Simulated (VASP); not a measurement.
# Mo (Im-3m) in VASP: further runs

The runs below take Mo through single point, with LDA.

Everything below comes from runs of VASP 6.6.1. Logs are shortened: lines on timing, memory, paths and dates and some standing lists are left out, and cuts for length are marked.

## (1) The undisturbed crystal

Symmetry: Im-3m, No. 229, cubic system. Conventional cell: a = 3.168 Å, b = 3.168 Å, c = 3.168 Å, α = 90.00°, β = 90.00°, γ = 90.00°. Around Mo (site symmetry m-3m) lie 8 Mo at 2.74 Å.

## (2) Single point, LDA (grid = ENCUT=280 dk=0.35 cell=3x3x3 ISMEAR=1 SIGMA=0.1 LREAL=Auto EDIFF=1e-06)

INCAR reads:

```
ALGO = Fast ; EDIFF = 1E-6
ENCUT = 280 ; GGA = CA
ISIF = 2 ; ISMEAR = 1
LASPH = True ; LCHARG = False
LREAL = Auto ; LWAVE = False
NBANDS = 215 ; NELM = 120
PREC = Accurate ; SIGMA = 0.1
```

KPOINTS reads:

```
k-points
0
Gamma
  3 3 3
```

POSCAR reads:

```
Mo
1.0
   -4.7514269157      4.7514269157      4.7514269157
    4.7514269157     -4.7514269157      4.7514269157
    4.7514269157      4.7514269157     -4.7514269157
Mo
27
Direct
    0.0000000000      0.0000000000      0.0000000000
    0.0000000000      0.0000000000      0.3333333333
    0.0000000000      0.0000000000      0.6666666667
    0.0000000000      0.3333333333      0.0000000000
    0.0000000000      0.3333333333      0.3333333333
    0.0000000000      0.3333333333      0.6666666667
    0.0000000000      0.6666666667      0.0000000000
    0.0000000000      0.6666666667      0.3333333333
    0.0000000000      0.6666666667      0.6666666667
    0.3333333333      0.0000000000      0.0000000000
    0.3333333333      0.0000000000      0.3333333333
    0.3333333333      0.0000000000      0.6666666667
    0.3333333333      0.3333333333      0.0000000000
    0.3333333333      0.3333333333      0.3333333333
    0.3333333333      0.3333333333      0.6666666667
    0.3333333333      0.6666666667      0.0000000000
    0.3333333333      0.6666666667      0.3333333333
    0.3333333333      0.6666666667      0.6666666667
    0.6666666667      0.0000000000      0.0000000000
    0.6666666667      0.0000000000      0.3333333333
    0.6666666667      0.0000000000      0.6666666667
    0.6666666667      0.3333333333      0.0000000000
    0.6666666667      0.3333333333      0.3333333333
    0.6666666667      0.3333333333      0.6666666667
    0.6666666667      0.6666666667      0.0000000000
    0.6666666667      0.6666666667      0.3333333333
    0.6666666667      0.6666666667      0.6666666667
```

Potentials or basis: VASP PAW LDA potentials, release 64 (Mo_sv).

Launch:

```bash
$ cat potpaw_LDA.64/Mo_sv/POTCAR > POTCAR
$ mpirun -np 1 vasp_std > vasp.out
```

OUTCAR:

```text
EDIFF = 1E-6
   ENCUT = 280
   GGA = CA
   ISIF = 2
   ISMEAR = 1
   LASPH = True
   LREAL = Auto
   NELM = 120
   PREC = Accurate

 Found      4 irreducible k-points:

 Following reciprocal coordinates:
            Coordinates               Weight
  0.000000  0.000000  0.000000      1.000000
  0.333333  0.000000  0.000000     12.000000
  0.333333  0.333333  0.000000      8.000000
 -0.333333  0.333333  0.333333      6.000000
   k-points           NKPTS =      4   k-points in BZ     NKDIM =      4   number of bands    NBANDS=    215
   number of dos      NEDOS =    301   number of ions     NIONS =     27
   total plane-waves  NPLWV = 110592
   dimension x,y,z NGX =    48 NGY =   48 NGZ =   48
   dimension x,y,z NGXF=    96 NGYF=   96 NGZF=   96
   ions per type =              27
   NGX,Y,Z   is equivalent  to a cutoff of   9.70,  9.70,  9.70 a.u.
   NGXF,Y,Z  is equivalent  to a cutoff of  19.39, 19.39, 19.39 a.u.
 SYSTEM =  unknown system
   PREC   = accura    normal or accurate (medium, high low for compatibility)
   ISTART =      0    job   : 0-new  1-cont  2-samecut
   ICHARG =      2    charge: 1-file 2-atom 10-const
   ISPIN  =      1    spin polarized calculation?
   LNONCOLLINEAR =      F non collinear calculations
   LSORBIT =      F    spin-orbit coupling
   LASPH  =      T    aspherical Exc in radial PAW
   ENCUT  =  280.0 eV  20.58 Ry    4.54 a.u.  11.23 11.23 11.23*2*pi/ulx,y,z
   NELM   =    120;   NELMIN=  2; NELMDL= -5     # of ELM steps
   EDIFF  = 0.1E-05   stopping-criterion for ELM
   LREAL  =      T    real-space projection
   EDIFFG = 0.1E-04   stopping-criterion for IOM
   NSW    =      0    number of steps for IOM
   IBRION =     -1    ionic relax: 0-MD 1-quasi-New 2-CG
   NFREE  =      0    steps in history (QN), initial steepest desc. (CG)
   ISIF   =      2    stress and relaxation
   ISYM   =      2    0-nonsym 1-usesym 2-fastsym
   POTIM  = 0.5000    time-step for ionic-motion
   TEBEG  =    0.0;   TEEND  =   0.0 temperature during run
   PSTRESS=    0.0 pullay stress
   NELECT =     378.0000    total number of electrons
   NUPDOWN=      -1.0000    fix difference up-down
   EMIN   =  10.00;   EMAX   =-10.00  energy-range for DOS
   EFERMI =   0.00;   METHOD = LEGACY
   ISMEAR =     1;   SIGMA  =   0.10  broadening in eV -4-tet -1-fermi 0-gaus
   EFERMI_NEDOS =   21; number of points for ismear=-14 and -15
   IALGO  =     68    algorithm
   IMIX   =      4    mixing-type and parameters
     AMIX     =   0.40;   BMIX     =  1.00
     AMIX_MAG =   1.60;   BMIX_MAG =  1.00
  volume/ion in A,a.u.               =      15.89       107.24
  Fermi-wavevector in a.u.,A,eV,Ry     =   1.569380  2.965698 33.510508  2.462953
  Thomas-Fermi vector in A             =   2.671271
   LORBIT       =      0    0 simple, 1 ext, 2 COOP (PROOUT), +10 PAW based schemes
   GGA     = CA    functional components
   LHFCALC =     F    Hartree Fock is set to
   AEXX    =    0.0000 exact exchange contribution
   IVDW    =     0    specifies the selected vdW correction
   LEPSILON=     F    determine dielectric tensor
   LRPA    =     F    only Hartree local field effects (RPA)
 non-spin polarized calculation
 RMM-DIIS sequential band-by-band and
 Methfessel and Paxton  Order N= 1 SIGMA  =   0.10
  energy-cutoff  :      280.00
  volume of cell :      429.07
 maximum number of plane-waves:      4585
 NGX is ok and might be reduce to    48
   NGX = 23   NGY = 23   NGZ = 23

 number of electron     378.0000020 magnetization

 Free energy of the ion-electron system (eV)
  ---------------------------------------------------
  ext. energy  EPLUGINS =         0.00000000
  ---------------------------------------------------
  free energy    TOTEN  =      -327.21034618 eV

  energy without entropy =     -327.18050014  energy(sigma->0) =     -327.20039750

 E-fermi :  12.1487     XC(G=0): -13.5145

 val. band max:       12.0935347301   @ k =  -0.3333   0.3333   0.3333
 cond. band min:      12.1571062561   @ k =   0.3333   0.0000   0.0000
 fundamental gap:      0.0635715260
 Fermi energy:        12.1487152033

 k-point     1 :       0.0000    0.0000    0.0000
  band No.  band energies     occupation
      1     -48.7061      2.00000
      2     -48.5156      2.00000
      3     -48.5156      2.00000
      4     -48.5156      2.00000
      5     -48.5156      2.00000
      6     -48.5156      2.00000
[... 193 lines left out ...]
    200      13.6140     -0.00000
    201      13.6140     -0.00000

 k-point     2 :       0.3333    0.0000    0.0000
  band No.  band energies     occupation
      1     -48.6759      2.00000
      2     -48.6016      2.00000
      3     -48.5439      2.00000
      4     -48.5439      2.00000
      5     -48.5439      2.00000
      6     -48.5439      2.00000
[... 193 lines left out ...]
    200      13.2285     -0.00000
    201      13.2359     -0.00000

 k-point     3 :       0.3333    0.3333    0.0000
  band No.  band energies     occupation
      1     -48.6241      2.00000
      2     -48.6241      2.00000
      3     -48.6241      2.00000
      4     -48.5642      2.00000
      5     -48.5010      2.00000
      6     -48.5010      2.00000
[... 193 lines left out ...]
    200      12.8017     -0.00000
    201      13.0386     -0.00000

 k-point     4 :      -0.3333    0.3333    0.3333
  band No.  band energies     occupation
      1     -48.6483      2.00000
      2     -48.5757      2.00000
      3     -48.5757      2.00000
      4     -48.5757      2.00000
      5     -48.5757      2.00000
      6     -48.5100      2.00000
[... 193 lines left out ...]
    200      12.6080     -0.00000
    201      12.6080     -0.00000
 [bands above 201 left out]

------------------------ aborting loop because EDIFF is reached ----------------------------------------

  FORCE on cell =-STRESS in cart. coord.  units (eV):
  Direction    XX          YY          ZZ          XY          YZ          ZX
  --------------------------------------------------------------------------------------
  -------------------------------------------------------------------------------------
  Total      -37.3344083    -37.3344083    -37.3344083     -0.0000000     -0.0000000     -0.0000000
  in kB     -139.4080021   -139.4080021   -139.4080021     -0.0000000     -0.0000000     -0.0000000
  external PRESSURE =    -139.4080021 kB  Pullay stress =       0.0000000 kB

 VOLUME and BASIS-vectors are now :
 -----------------------------------------------------------------------------
  energy-cutoff  :      280.00
  volume of cell :      429.07
      direct lattice vectors                 reciprocal lattice vectors
    -4.751426916  4.751426916  4.751426916     0.000000000  0.105231546  0.105231546
     4.751426916 -4.751426916  4.751426916     0.105231546  0.000000000  0.105231546
     4.751426916  4.751426916 -4.751426916     0.105231546  0.105231546  0.000000000

 POSITION                                       TOTAL-FORCE (eV/Angst)
 -----------------------------------------------------------------------------------
      0.00000      0.00000      0.00000         0.000000      0.000000     -0.000000
      1.58381      1.58381     -1.58381         0.000000     -0.000000      0.000000
      3.16762      3.16762     -3.16762         0.000000      0.000000     -0.000000
      1.58381     -1.58381      1.58381         0.000000      0.000000     -0.000000
      3.16762      0.00000      0.00000         0.000000     -0.000000     -0.000000
      4.75143      1.58381     -1.58381         0.000000      0.000000     -0.000000
[... 19 lines left out ...]
      1.58381      1.58381      4.75143        -0.000000     -0.000000     -0.000000
      3.16762      3.16762      3.16762        -0.000000     -0.000000      0.000000
 -----------------------------------------------------------------------------------
    total drift:                                0.000000      0.000000     -0.000000

  FREE ENERGIE OF THE ION-ELECTRON SYSTEM (eV)
  ---------------------------------------------------
  free  energy   TOTEN  =      -327.2103461793 eV

  energy  without entropy=     -327.1805001431  energy(sigma->0) =     -327.20039750
```

Wall time 3.8 min (1 thread of Intel Xeon 6975P-C (Granite Rapids), shared host); peak memory 0.31 GiB.

The run converged, but some of its settings lie outside the range that counts as converged, so its numbers aren't taken as properties of the crystal.

What came out:

```yaml
Free_energy: -327.2103 eV
Band_gap_on_the_k_mesh: none (metal or under the smearing width)
```

Caveat: the cutoff is under 1.25 times the usual one of these potentials, so pressure, stress and relaxed cells hold a basis-set (Pulay) error.

## (3) Single point, LDA (grid = ENCUT=340 dk=0.35 cell=3x3x3 ISMEAR=1 SIGMA=0.1 LREAL=Auto EDIFF=1e-06)

Changes to INCAR since step 2:

```diff
@@ -1,3 +1,3 @@
 ALGO = Fast ; EDIFF = 1E-6
-ENCUT = 280 ; GGA = CA
+ENCUT = 340 ; GGA = CA
 ISIF = 2 ; ISMEAR = 1
```

KPOINTS is that of step 2.

POSCAR is that of step 2.

Potentials or basis: VASP PAW LDA potentials, release 64 (Mo_sv).

Launch:

```bash
$ cat potpaw_LDA.64/Mo_sv/POTCAR > POTCAR
$ mpirun -np 1 vasp_std > vasp.out
```

OUTCAR:

```text
EDIFF = 1E-6
   ENCUT = 340
   GGA = CA
   ISIF = 2
   ISMEAR = 1
   LASPH = True
   LREAL = Auto
   NELM = 120
   PREC = Accurate

 Found      4 irreducible k-points:

 Following reciprocal coordinates:
            Coordinates               Weight
  0.000000  0.000000  0.000000      1.000000
  0.333333  0.000000  0.000000     12.000000
  0.333333  0.333333  0.000000      8.000000
 -0.333333  0.333333  0.333333      6.000000
[... 899 lines left out ...]
  Total      -39.1840624    -39.1840624    -39.1840624     -0.0000000     -0.0000000      0.0000000
  in kB     -146.3146761   -146.3146761   -146.3146761     -0.0000000     -0.0000000      0.0000000
  external PRESSURE =    -146.3146761 kB  Pullay stress =       0.0000000 kB

 VOLUME and BASIS-vectors are now :
 -----------------------------------------------------------------------------
  energy-cutoff  :      340.00
  volume of cell :      429.07
      direct lattice vectors                 reciprocal lattice vectors
    -4.751426916  4.751426916  4.751426916     0.000000000  0.105231546  0.105231546
     4.751426916 -4.751426916  4.751426916     0.105231546  0.000000000  0.105231546
     4.751426916  4.751426916 -4.751426916     0.105231546  0.105231546  0.000000000

 POSITION                                       TOTAL-FORCE (eV/Angst)
 -----------------------------------------------------------------------------------
      0.00000      0.00000      0.00000        -0.000000     -0.000000      0.000000
      1.58381      1.58381     -1.58381         0.000000     -0.000000      0.000000
      3.16762      3.16762     -3.16762        -0.000000      0.000000      0.000000
      1.58381     -1.58381      1.58381         0.000000      0.000000     -0.000000
      3.16762      0.00000      0.00000         0.000000      0.000000     -0.000000
      4.75143      1.58381     -1.58381         0.000000      0.000000     -0.000000
[... 19 lines left out ...]
      1.58381      1.58381      4.75143         0.000000      0.000000     -0.000000
      3.16762      3.16762      3.16762        -0.000000      0.000000      0.000000
 -----------------------------------------------------------------------------------
    total drift:                               -0.000000      0.000000      0.000000

  FREE ENERGIE OF THE ION-ELECTRON SYSTEM (eV)
  ---------------------------------------------------
  free  energy   TOTEN  =      -327.0794088868 eV

  energy  without entropy=     -327.0492928497  energy(sigma->0) =     -327.06937021
```

OSZICAR:

```text
N       E                     dE             d eps       ncg     rms          rms(c)
DAV:   1     0.426467026783E+04    0.42647E+04   -0.18623E+05  1800   0.137E+03
DAV:   2    -0.105549493736E+03   -0.43702E+04   -0.42791E+04  1772   0.527E+02
[... 11 lines left out ...]
RMM:  14    -0.327079436971E+03   -0.61611E-04   -0.37875E-04  2032   0.369E-02    0.446E-02
RMM:  15    -0.327079437232E+03   -0.26096E-06   -0.29147E-04  1979   0.482E-02    0.108E-01
RMM:  16    -0.327079462194E+03   -0.24962E-04   -0.67768E-05  2044   0.140E-02    0.135E-01
RMM:  17    -0.327079427686E+03    0.34508E-04   -0.27517E-05  1571   0.688E-03    0.931E-02
RMM:  18    -0.327079407952E+03    0.19734E-04   -0.35155E-05  2001   0.185E-02    0.104E-02
RMM:  19    -0.327079408887E+03   -0.93473E-06   -0.61987E-06  1318   0.466E-03
   1 F= -.32707941E+03 E0= -.32706937E+03  d E =-.301160E-01
```

stdout:

```text
POSCAR found type information on POSCAR Mo
 POSCAR found :  1 types and      27 ions
 scaLAPACK will be used
 LDA part: xc-table for (Slater(with rela. corr.)+CA(PZ))
 , standard interpolation
 POSCAR, INCAR and KPOINTS ok, starting setup
 FFT: planning ... GRIDC
 FFT: planning ... GRID_SOFT
 FFT: planning ... GRID
 WAVECAR not read
 entering main loop
```

It took 4.7 min on 1 thread of Intel Xeon 6975P-C (Granite Rapids), shared host; peak memory 0.34 GiB.

These settings aren't checked as converged: the numbers below hold their error.

What came out:

* Free energy: -327.0794 eV
* Pressure: -14.6 GPa
* Band gap on the k mesh: none (metal or under the smearing width)

## (4) Single point, LDA (grid = ENCUT=400 dk=0.35 cell=3x3x3 ISMEAR=1 SIGMA=0.1 LREAL=False EDIFF=1e-06)

INCAR reads:

```
ALGO = Fast ; EDIFF = 1E-6
ENCUT = 400 ; GGA = CA
ISIF = 2 ; ISMEAR = 1
LASPH = True ; LCHARG = False
LREAL = False ; LWAVE = False
NBANDS = 215 ; NELM = 120
PREC = Accurate ; SIGMA = 0.1
```

KPOINTS is that of step 3.

POSCAR is that of step 3.

Potentials or basis: VASP PAW LDA potentials, release 64 (Mo_sv).

Launch:

```bash
$ cat potpaw_LDA.64/Mo_sv/POTCAR > POTCAR
$ mpirun -np 1 vasp_std > vasp.out
```

OUTCAR:

```text
EDIFF = 1E-6
   ENCUT = 400
   GGA = CA
   ISIF = 2
   ISMEAR = 1
   LASPH = True
   LREAL = False
   NELM = 120
   PREC = Accurate

 Found      4 irreducible k-points:

 Following reciprocal coordinates:
            Coordinates               Weight
  0.000000  0.000000  0.000000      1.000000
  0.333333  0.000000  0.000000     12.000000
  0.333333  0.333333  0.000000      8.000000
 -0.333333  0.333333  0.333333      6.000000
[... 898 lines left out ...]
  -------------------------------------------------------------------------------------
  Total      -37.7187422    -37.7187422    -37.7187422     -0.0000000     -0.0000000      0.0000000
  in kB     -140.8431185   -140.8431185   -140.8431185     -0.0000000     -0.0000000      0.0000000
  external PRESSURE =    -140.8431185 kB  Pullay stress =       0.0000000 kB

 VOLUME and BASIS-vectors are now :
 -----------------------------------------------------------------------------
  energy-cutoff  :      400.00
  volume of cell :      429.07
      direct lattice vectors                 reciprocal lattice vectors
    -4.751426916  4.751426916  4.751426916     0.000000000  0.105231546  0.105231546
     4.751426916 -4.751426916  4.751426916     0.105231546  0.000000000  0.105231546
     4.751426916  4.751426916 -4.751426916     0.105231546  0.105231546  0.000000000

 POSITION                                       TOTAL-FORCE (eV/Angst)
 -----------------------------------------------------------------------------------
      0.00000      0.00000      0.00000         0.000000      0.000000      0.000000
      1.58381      1.58381     -1.58381         0.000000     -0.000000     -0.000000
      3.16762      3.16762     -3.16762        -0.000000      0.000000      0.000000
      1.58381     -1.58381      1.58381        -0.000000      0.000000     -0.000000
      3.16762      0.00000      0.00000        -0.000000      0.000000      0.000000
      4.75143      1.58381     -1.58381        -0.000000      0.000000     -0.000000
[... 19 lines left out ...]
      1.58381      1.58381      4.75143        -0.000000      0.000000      0.000000
      3.16762      3.16762      3.16762         0.000000     -0.000000     -0.000000
 -----------------------------------------------------------------------------------
    total drift:                                0.000000      0.000000      0.000000

  FREE ENERGIE OF THE ION-ELECTRON SYSTEM (eV)
  ---------------------------------------------------
  free  energy   TOTEN  =      -327.0497305946 eV

  energy  without entropy=     -327.0197913543  energy(sigma->0) =     -327.03975085
```

OSZICAR:

```text
N       E                     dE             d eps       ncg     rms          rms(c)
DAV:   1     0.472469106220E+04    0.47247E+04   -0.20069E+05  1760   0.154E+03
DAV:   2    -0.809977832559E+02   -0.48057E+04   -0.47122E+04  1764   0.561E+02
DAV:   3    -0.336228178322E+03   -0.25523E+03   -0.24645E+03  2297   0.110E+02
DAV:   4    -0.347304129109E+03   -0.11076E+02   -0.10729E+02  2064   0.159E+01
[... 10 lines left out ...]
RMM:  15    -0.327049751560E+03   -0.17637E-04   -0.14436E-04  1823   0.114E-02    0.568E-02
RMM:  16    -0.327049742542E+03    0.90186E-05   -0.62217E-05  1991   0.113E-02    0.476E-02
RMM:  17    -0.327049729645E+03    0.12897E-04   -0.75792E-05  2063   0.201E-02    0.791E-03
RMM:  18    -0.327049729916E+03   -0.27128E-06   -0.14915E-05  1689   0.776E-03    0.698E-04
RMM:  19    -0.327049730595E+03   -0.67869E-06   -0.63445E-06  1219   0.314E-03
   1 F= -.32704973E+03 E0= -.32703975E+03  d E =-.299392E-01
```

stdout:

```text
POSCAR found type information on POSCAR Mo
 POSCAR found :  1 types and      27 ions
 scaLAPACK will be used
 -----------------------------------------------------------------------------
|                                                                             |
|                                                                             |
|     You have a (more or less) 'large supercell' and for larger cells it     |
|     might be more efficient to use real-space projection operators.         |
|     Therefore, try LREAL= Auto in the INCAR file.                           |
|     Mind: For very accurate calculation, you might also keep the            |
|     reciprocal projection scheme (i.e. LREAL=.FALSE.).                      |
|                                                                             |
 -----------------------------------------------------------------------------

 LDA part: xc-table for (Slater(with rela. corr.)+CA(PZ))
 , standard interpolation
 POSCAR, INCAR and KPOINTS ok, starting setup
 FFT: planning ... GRIDC
 FFT: planning ... GRID_SOFT
 FFT: planning ... GRID
 WAVECAR not read
 entering main loop
```

Wall time 4.4 min (1 thread of Intel Xeon 6975P-C (Granite Rapids), shared host); peak memory 0.39 GiB.

The run converged, but some of its settings lie outside the range that counts as converged, so its numbers aren't taken as properties of the crystal.

Results:

| Item | Value |
| --- | --- |
| Free energy | -327.0497 eV |
| Pressure | -14.1 GPa |
| Band gap on the k mesh | none (metal or under the smearing width) |

## (5) The reference run

An earlier run on the cell as given: functional PBE; potentials or basis VASP PAW PBE potentials, release 64 (Mo_sv); cutoff 520 eV; k mesh 12 × 12 × 12; occupations fermi-dirac, width 0.05 eV; no spin polarisation.

* Pressure: -1.4 GPa
* Band gap on the k mesh: none (metal or under the smearing width)
